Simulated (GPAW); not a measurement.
# KCl (Sylvite) (Fm-3m) in GPAW: further runs, part 2 of 2

GPAW 26.7.0. Earlier steps stand in the parts before.

### Step 3. Dielectric tensor, LDA

Contents of run.py:

```python
import numpy as np
from ase import Atoms
from ase.dft.bandgap import bandgap
from ase.io import write
from gpaw import GPAW, PW
from gpaw.response.df import DielectricFunction

atoms = Atoms(['K', 'Cl'],
              cell=[[0.0, 3.14647, 3.14647],
                    [3.14647, 0.0, 3.14647],
                    [3.14647, 3.14647, 0.0]],
              scaled_positions=[[0.0, 0.0, 0.0],
                                [0.5, 0.5, 0.5]],
              pbc=True)

calc = GPAW(mode=PW(450),
            xc='LDA',
            kpts={'size': (6, 6, 6), 'gamma': True},
            occupations={'name': 'fermi-dirac', 'width': 0.001},
            nbands=16,
            convergence={'density': 1e-06},
            maxiter=150,
            txt='gpaw.txt')
atoms.calc = calc
energy = atoms.get_potential_energy()
calc.write('gs.gpw')
write('result.traj', atoms)
print(f'Energy: {energy:.6f} eV')
print('Fermi level:', round(calc.get_fermi_level(), 4), 'eV')
print(f'Gap: {bandgap(calc)[0]:.4f} eV, direct: {bandgap(calc, direct=True)[0]:.4f} eV')

for size in [(13, 13, 13), (18, 18, 18)]:
    name = 'x'.join(str(n) for n in size)
    dense = calc.fixed_density(kpts={'size': size, 'gamma': True},
                               nbands=34, convergence={'bands': 28, 'eigenstates': 1e-7},
                               update_fermi_level=True, txt=f'dense-{name}.txt')
    dense.write(f'{name}.gpw', mode='all')
    df = DielectricFunction(f'{name}.gpw', frequencies=np.array([0.0]), hilbert=False, eta=0.001,
                            ecut=80, nbands=28, intraband=False, txt=f'df-{name}.txt')
    for xc in ['RPA', 'LR0.3', 'ALDA']:
        for direction in ['x', 'y', 'z', [0, 1, 1], [1, 0, 1], [1, 1, 0]]:
            e0, e = df.get_macroscopic_dielectric_constant(xc=xc, direction=direction)
            print(f'{name} {xc} {direction}: {e0:.4f} without, {e:.4f} with local fields')
```

Potentials or basis: the program's PAW data sets (release 1.2.1) made for this functional, pw.

Run with:

```sh
OMP_NUM_THREADS=1 python run.py
```

gpaw.txt:

```text
__  _  _
 | _ |_)|_||  |
 |__||  | ||/\| - 26.7.0

Input parameters:
  mode=PW(ecut=450.00000000000006),
  convergence={'density': 1e-06},
  kpts=MonkhorstPack(size=(6, 6, 6), gamma=True),
  maxiter=150,
  nbands=16,
  occupations=Occupations(name='fermi-dirac', width=0.001),
  xc=XC(name='LDA')

Diagonalizing LCAO Hamiltonian
Converting LCAO to pw mode

                 Cl

       K

Atoms  # Å, Bohr magnetons
|   | symbol |        x |        y |        z |    initial magnetic moments |
|---|--------|----------|----------|----------|-----------------------------|
| 0 |      K | 0.000000 | 0.000000 | 0.000000 | ( 0.0000,  0.0000,  0.0000) |
| 1 |     Cl | 3.146470 | 3.146470 | 3.146470 | ( 0.0000,  0.0000,  0.0000) |

Unit cell  # Å
| periodic |        x |        y |        z |  lengths |    angles |
|----------|----------|----------|----------|----------|-----------|
|      yes | 0.000000 | 3.146470 | 3.146470 | 4.449781 | 60.000000 |
|      yes | 3.146470 | 0.000000 | 3.146470 | 4.449781 | 60.000000 |
|      yes | 3.146470 | 3.146470 | 0.000000 | 4.449781 | 60.000000 |

Number of symmetries: 48
Symmetry operations  # r_c * U_cc + t_c -> r_c
|    | kind |            matrix            |
|----|------|------------------------------|
|  0 |  σ   |  1, 0, 0,  1, 0,-1,  1,-1, 0 |
|  1 |  C2  |  1, 0, 0,  1,-1, 0,  1, 0,-1 |
|  2 |  E   |  1, 0, 0,  0, 1, 0,  0, 0, 1 |
|  3 |  σ   |  1, 0, 0,  0, 0, 1,  0, 1, 0 |
|  4 |  C4  |  1, 0,-1,  1, 0, 0,  1,-1, 0 |
|  5 |  S6  |  1, 0,-1,  1,-1, 0,  1, 0, 0 |
|  6 |  σ   |  1, 0,-1,  0, 1,-1,  0, 0,-1 |
|  7 |  C3  |  1, 0,-1,  0, 0,-1,  0, 1,-1 |
|  8 |  S6  |  1,-1, 0,  1, 0, 0,  1, 0,-1 |
|  9 |  C4  |  1,-1, 0,  1, 0,-1,  1, 0, 0 |
| 10 |  C3  |  1,-1, 0,  0,-1, 1,  0,-1, 0 |
| 11 |  σ   |  1,-1, 0,  0,-1, 0,  0,-1, 1 |
| 12 |  σ   |  0, 1, 0,  1, 0, 0,  0, 0, 1 |
| 13 |  C4  |  0, 1, 0,  0, 1,-1, -1, 1, 0 |
| 14 |  C3  |  0, 1, 0,  0, 0, 1,  1, 0, 0 |
| 15 |  S6  |  0, 1, 0, -1, 1, 0,  0, 1,-1 |
| 16 |  C2  |  0, 1,-1,  1, 0,-1,  0, 0,-1 |
| 17 |  σ   |  0, 1,-1,  0, 1, 0, -1, 1, 0 |
| 18 |  S4  |  0, 1,-1,  0, 0,-1,  1, 0,-1 |
| 19 |  C4  |  0, 1,-1, -1, 1, 0,  0, 1, 0 |
| 20 |  C3  |  0, 0, 1,  1, 0, 0,  0, 1, 0 |
| 21 |  σ   |  0, 0, 1,  0, 1, 0,  1, 0, 0 |
| 22 |  S6  |  0, 0, 1,  0,-1, 1, -1, 0, 1 |
| 23 |  C4  |  0, 0, 1, -1, 0, 1,  0,-1, 1 |
| 24 |  S4  |  0, 0,-1,  1, 0,-1,  0, 1,-1 |
| 25 |  C3  |  0, 0,-1,  0, 1,-1,  1, 0,-1 |
| 26 |  C2  |  0, 0,-1,  0,-1, 0, -1, 0, 0 |
| 27 |  S6  |  0, 0,-1, -1, 0, 0,  0,-1, 0 |
| 28 |  S4  |  0,-1, 1,  1,-1, 0,  0,-1, 0 |
| 29 |  C4  |  0,-1, 1,  0, 0, 1, -1, 0, 1 |
[... 84 lines left out ...]
    |   3p |  6.000 |     -18.839 |    1.106 |
    |    p |        |       8.373 |    1.106 |
    |    d |        |       0.000 |    0.937 |

    Using partial waves for K as LCAO basis

  Cl:
    name:    Chlorine
    Z:       17.0
    valence: 7
    core:    10
    charge:  0.0  # [|e|]
    compensation charges:
      type: gauss
      rc: 0.25  # [Å]
      lmax: 2
    cutoffs:
      filter: 1.40  # [Å]
      core: 1.49  # [Å]
    projectors
    | kind |    occ | energy [eV] | rcut [Å] |
    |------|--------|-------------|----------|
    |   3s |  2.000 |     -20.688 |    0.794 |
    |   3p |  5.000 |      -8.701 |    0.794 |
    |    s |        |       6.523 |    0.794 |
    |    p |        |      18.511 |    0.794 |
    |    d |        |       0.000 |    0.794 |

    Using partial waves for Cl as LCAO basis

Reference energy: -28859.799619  # eV

eigensolver:
  PPCG
  Converge bands: occupied
  niter=2

density mixing:
  MSR1-Mixer
  Pratt-step length: 0.05
  Maximum mixing coefficient: 0.75
  Old densities: 10
  SVD Regularization: 0.005
  Good broyden scale: 1.0
  Trust region scale: 1.0
  Backstep threshold: 4.0
  History deletion threshold: 6.0
  Fourier metric: weight=20.0, sigma=0.015

occupation numbers:
  Fermi-Dirac:
    width: 0.0010  # eV

poisson solver:
  ecut: 3600.0000000000005  # eV

xc functional:
  name: None

convergence criteria:
- Maximum integral of absolute [dens]ity change: 1e-06 electrons / valence electron
- Maximum [total energy] change in last 3 cyles: 0.0005 eV / valence electron
- Maximum integral of absolute [eigenst]ate change: 4e-08 eV^2 / valence electron
maximum number of iterations: 150

SCF iterations
|iter     | |      energy | eigst |  dens |
|---------|-|-------------|-------|-------|
|iter:   1| |   -7.740734 | -0.35 |       |
|iter:   2| |   -7.704585 | -2.43 | -1.31 |
|iter:   3| |   -7.544364 | -1.99 | -1.35 |
|iter:   4| |   -7.541476 | -3.29 | -1.73 |
|iter:   5| |   -7.541515c| -4.44 | -2.14 |
|iter:   6| |   -7.541547c| -5.81 | -2.84 |
|iter:   7| |   -7.541548c| -7.14 | -3.56 |
|iter:   8| |   -7.541548c| -8.35c| -4.26 |
|iter:   9| |   -7.541548c| -9.32c| -5.52 |
|iter:  10| |   -7.541548c|-10.09c| -5.94 |
|iter:  11| |   -7.541548c|-10.74c| -7.44c|

Converged in 11 steps
Energy contributions relative to reference atoms: (reference = -28859.799619)

Energy contributions:
  Kinetic:           1.047096
  Coulomb:          -0.905685
  Zero:             -0.649640
  External:          0.000000
  Xc:               -7.033319
  Entropy:          -0.000000
  Spinorbit:         0.000000
  ----------------------------
  Free energy:      -7.541548
  Extrapolated:     -7.541548

dipole moment: (-22.860921, -22.860921, -22.860921)  # |e|*Ang

Fermi level: 1.355
Eigenvalues  # (at kpt = [0.000, 0.000, 0.000])
| band index |      eig [eV] | occ [0-2] |
|------------|---------------|-----------|
|          0 |       -27.451 |     2.000 |
|          1 |       -12.638 |     2.000 |
|          2 |       -11.143 |     2.000 |
|          3 |       -11.143 |     2.000 |
|          4 |       -11.143 |     2.000 |
|          5 |        -0.594 |     2.000 |
[... 8 lines left out ...]
|         14 |        11.876 |     0.000 |
|         15 |        15.340 |     0.000 |

Gap: 4.749 eV
Transition (v -> c):
  (s=0, k=0, n=7, [0.00, 0.00, 0.00]) -> (s=0, k=0, n=8, [0.00, 0.00, 0.00])
No difference between direct/indirect transitions
# Writing to gs.gpw (mode='')
```

stdout:

```text
Energy: -7.541548 eV
Fermi level: 1.3553 eV
Gap: 4.7490 eV, direct: 4.7490 eV
13x13x13 RPA x: 2.6809 without, 2.2612 with local fields
13x13x13 RPA y: 2.6809 without, 2.2612 with local fields
13x13x13 RPA z: 2.6809 without, 2.2612 with local fields
[... 23 lines left out ...]
18x18x18 LR0.3 z: 2.6809 without, 2.3065 with local fields
18x18x18 LR0.3 [0, 1, 1]: 2.6809 without, 2.3065 with local fields
18x18x18 LR0.3 [1, 0, 1]: 2.6809 without, 2.3065 with local fields
18x18x18 LR0.3 [1, 1, 0]: 2.6809 without, 2.3065 with local fields
18x18x18 ALDA x: 2.6809 without, 2.3908 with local fields
18x18x18 ALDA y: 2.6809 without, 2.3908 with local fields
18x18x18 ALDA z: 2.6809 without, 2.3908 with local fields
18x18x18 ALDA [0, 1, 1]: 2.6809 without, 2.3908 with local fields
18x18x18 ALDA [1, 0, 1]: 2.6809 without, 2.3908 with local fields
18x18x18 ALDA [1, 1, 0]: 2.6809 without, 2.3908 with local fields
```

df-13x13x13.txt:

```text
FrequencyGridDescriptor(from 0.000 to 0.000 eV, 1 points)
FrequencyGridDescriptor(from 0.000 to 0.000 eV, 1 points)

Calculating chi0 body with:
    Ground state adapter containing:
    Number of spins: 1
    Number of kpoints: 2197
    Number of irreducible kpoints: 84
    Number of completely occupied states: 8
    Number of partially occupied states: 8

    Linear response parametrization:
[... 386 lines left out ...]
      (3,3)   0.00000000  0.00000000  yes
      (4,-4)  0.00000000  0.00000000  yes
      (4,-3)  0.00000000  0.00000000  yes
      (4,-2)  0.00000000  0.00000000  yes
      (4,-1)  0.00000000  0.00000000  yes
      (4,0)   0.00000002  0.00000000  yes
      (4,1)   0.00000000  0.00000000  yes
      (4,2)   0.00000000  0.00000000  yes
      (4,3)   0.00000000  0.00000000  yes
      (4,4)   0.00000001  0.00000000  yes
      In total: 1.0 of the surface norm square is covered on average
      In total: 1.0 of the surface norm square could be covered on average

Finished calculating f(G)
```

It took 5.5 min on 1 thread of Arm Neoverse V1, shared host; peak memory 1.2 GiB.

What came out:

```
Free energy                             : -7.5415 eV
Band gap on the k mesh                  : 4.75 eV, direct
Electronic dielectric tensor (diagonal) : 2.26
```

Electronic dielectric tensor:
```
2.26 0.00 0.00
0.00 2.26 0.00
0.00 0.00 2.26
```

Caveat: the long-wavelength limit can be off by a per cent or two.

### Step 4. Against experiment

Step 3. Measured gap of KCl: 8.68 eV (a printed reference work, monograph). This calculation gives 4.75 eV (-3.93 eV). The value is that of LDA on a finite k mesh, which can miss the band edges, without temperature or zero-point motion. Semilocal functionals fall short of measured gaps as a rule. A measured high-frequency dielectric constant of KCl is 2.19 (80 K; a printed reference work, textbook); the calculated 2.26 misses it by +3.3 %.
